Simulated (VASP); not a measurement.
# SiC (Moissanite 3C) (F-43m) in VASP: settings compared, part 3 of 3

VASP 6.6.1.

**6. Relaxation of cell and atoms, r2SCAN**

This run uses another cell than the first one, of 10.32 Å³/atom, 0.997 times its volume.

File INCAR:

```
PREC = Accurate
ENCUT = 600
EDIFF = 1E-7
ISMEAR = 0
SIGMA = 0.03
LREAL = F
LASPH = T
NELM = 80
ALGO = Normal
ISIF = 3
LWAVE = F
LCHARG = F
METAGGA = R2SCAN
LMIXTAU = T
IBRION = 2
NSW = 90
EDIFFG = -0.005
```

File KPOINTS:

```
Automatic mesh
0
Gamma
  10 10 10
```

File POSCAR:

```
SiC                                     
1.0
    0.0000000000      2.1770435138      2.1770435138
    2.1770435138      0.0000000000      2.1770435138
    2.1770435138      2.1770435138      0.0000000000
  Si              C             
     1     1
Direct
     0.0000000000000000    0.0000000000000000    0.0000000000000000
     0.2500000000000000    0.2500000000000000    0.2500000000000000
```

Potentials or basis: VASP PAW PBE potentials, release 64 (Si, C).

Command:

```sh
> cat potpaw_PBE.64/Si/POTCAR potpaw_PBE.64/C/POTCAR > POTCAR
> mpirun -np 1 vasp_std > vasp.out
```

OUTCAR:

```text
PREC = Accurate
   ENCUT = 600
   EDIFF = 1E-7
   ISMEAR = 0
   LREAL = F
   LASPH = T
   NELM = 80
   ISIF = 3
   METAGGA = R2SCAN
   IBRION = 2
   NSW = 90
   EDIFFG = -0.005

 ion  position               nearest neighbor table
   1  0.000  0.000  0.000-   2 1.89   2 1.89   2 1.89   2 1.89
   2  0.250  0.250  0.250-   1 1.89   1 1.89   1 1.89   1 1.89

  LATTYP: Found a face centered cubic cell.
 ALAT       =     4.3540870276

  Lattice vectors:

 A1 = (   0.0000000000,   2.1770435138,   2.1770435138)
 A2 = (   2.1770435138,   0.0000000000,   2.1770435138)
 A3 = (   2.1770435138,   2.1770435138,   0.0000000000)

Analysis of symmetry for initial positions (statically):
=====================================================================
 Subroutine PRICEL returns:
 Original cell was already a primitive cell.

 Routine SETGRP: Setting up the symmetry group for a
 face centered cubic supercell.

 Subroutine GETGRP returns: Found 24 space group operations
 (whereof 24 operations were pure point group operations)
 out of a pool of 48 trial point group operations.

The static configuration has the point symmetry T_d .

Analysis of symmetry for dynamics (positions and initial velocities):
=====================================================================
 Subroutine PRICEL returns:
 Original cell was already a primitive cell.

 Routine SETGRP: Setting up the symmetry group for a
 face centered cubic supercell.

 Subroutine GETGRP returns: Found 24 space group operations
 (whereof 24 operations were pure point group operations)
 out of a pool of 48 trial point group operations.

The dynamic configuration has the point symmetry T_d .

 Subroutine INISYM returns: Found 24 space group operations
 (whereof 24 operations are pure point group operations),
 and found     1 'primitive' translations

----------------------------------------------------------------------------------------

[... 117 lines left out ...]
   METAGGA = R2SCAN    functional components
   LHFCALC =     F    Hartree Fock is set to
   AEXX    =    0.0000 exact exchange contribution
   IVDW    =     0    specifies the selected vdW correction
   LEPSILON=     F    determine dielectric tensor
   LRPA    =     F    only Hartree local field effects (RPA)
 conjugate gradient relaxation of ions
 non-spin polarized calculation
 Gauss-broadening in eV      SIGMA  =   0.03
  energy-cutoff  :      600.00
  volume of cell :       20.64
 maximum number of plane-waves:       701
 NGX is ok and might be reduce to    28
   NGX = 13   NGY = 13   NGZ = 13

 number of electron       8.0000000 magnetization

 Free energy of the ion-electron system (eV)
  ---------------------------------------------------
  ext. energy  EPLUGINS =         0.00000000
  ---------------------------------------------------
  free energy    TOTEN  =       -19.32896591 eV

  energy without entropy =      -19.32896591  energy(sigma->0) =      -19.32896591

 E-fermi :   8.1897     XC(G=0): -11.9463

 val. band max:        8.0113746053   @ k =   0.0000   0.0000   0.0000
 cond. band min:       9.7354941365   @ k =   0.5000   0.5000   0.0000
 fundamental gap:      1.7241195312
 Fermi energy:         8.1896609042

 k-point     1 :       0.0000    0.0000    0.0000
  band No.  band energies     occupation
      1      -8.1892      2.00000
      2       8.0114      2.00000
      3       8.0114      2.00000
      4       8.0114      2.00000
      5      14.8794      0.00000
      6      15.8815      0.00000
      7      15.8815      0.00000
      8      15.8815      0.00000
[... 243 lines left out ...]
 k-point    24 :       0.4000    0.3000    0.0000
  band No.  band energies     occupation
      1      -4.9479      2.00000
      2       2.1728      2.00000
      3       4.7349      2.00000
      4       5.2616      2.00000
      5      11.3120      0.00000
      6      14.1855      0.00000
      7      20.5408      0.00000
      8      20.8418      0.00000

 [... further k-points ...]

------------------------ aborting loop because EDIFF is reached ----------------------------------------

  FORCE on cell =-STRESS in cart. coord.  units (eV):
  Direction    XX          YY          ZZ          XY          YZ          ZX
  --------------------------------------------------------------------------------------
  -------------------------------------------------------------------------------------
  Total       -0.0003492     -0.0003492     -0.0003492      0.0000000      0.0000000      0.0000000
  in kB       -0.0271125     -0.0271125     -0.0271125      0.0000000      0.0000000      0.0000000
  external PRESSURE =      -0.0271125 kB  Pullay stress =       0.0000000 kB

 VOLUME and BASIS-vectors are now :
 -----------------------------------------------------------------------------
  energy-cutoff  :      600.00
  volume of cell :       20.64
      direct lattice vectors                 reciprocal lattice vectors
     0.000000000  2.177043514  2.177043514    -0.229669272  0.229669272  0.229669272
     2.177043514  0.000000000  2.177043514     0.229669272 -0.229669272  0.229669272
     2.177043514  2.177043514  0.000000000     0.229669272  0.229669272 -0.229669272

 POSITION                                       TOTAL-FORCE (eV/Angst)
 -----------------------------------------------------------------------------------
      0.00000      0.00000      0.00000         0.000000      0.000000      0.000000
      1.08852      1.08852      1.08852        -0.000000     -0.000000     -0.000000
 -----------------------------------------------------------------------------------
    total drift:                                0.000000      0.000000      0.000000

  FREE ENERGIE OF THE ION-ELECTRON SYSTEM (eV)
  ---------------------------------------------------
  free  energy   TOTEN  =       -19.3289659081 eV

  energy  without entropy=      -19.3289659081  energy(sigma->0) =      -19.32896591

 reached required accuracy - stopping structural energy minimisation
```

Wall time 49 s (1 thread of AMD EPYC 9R45 (Zen 5), shared host); peak memory 0.12 GiB.

Results:

* Free energy: -19.3290 eV
* Pressure after relaxing: 0.0 GPa
* Band gap on the k mesh: 1.72 eV, indirect (least direct gap 5.06 eV)

Final structure:
```xyz
2
Lattice="0.0000 2.1770 2.1770 2.1770 0.0000 2.1770 2.1770 2.1770 0.0000" Properties=species:S:1:pos:R:3 pbc="T T T"
Si    0.0000    0.0000    0.0000
C     1.0885    1.0885    1.0885
```

Caveat: the relaxation stopped at its first step, so nothing moved; the PAW data sets were made with another functional, which shifts forces and pressure a little. r2SCAN opens gaps a little over a GGA but as a rule still falls short of measured ones.

**7. Overview**

| task | level | cell | gap on the mesh (eV) | pressure (GPa) |
| --- | --- | --- | --- | --- |
| relaxation of the atoms | PBEsol | atoms relaxed from: a relaxed cell with its volume scaled by 1.06 | 1.28 | -11.5 |
| relaxation of cell and atoms | PBE+D3(BJ) | relaxed | 1.35 | 0.0 |
| relaxation of cell and atoms | r2SCAN | relaxed | 1.72 | 0.0 |

Alike in all rows: potentials or basis VASP PAW PBE potentials, release 64 (Si, C); no spin polarisation; k mesh 10 × 10 × 10; cutoff (eV) 600; smearing gaussian 0.03 eV.

Caveats: the relaxation stopped at its first step, so nothing moved; the PAW data sets were made with another functional, which shifts forces and pressure a little (some runs).

Absolute energies hang on the potentials; compare differences alone.
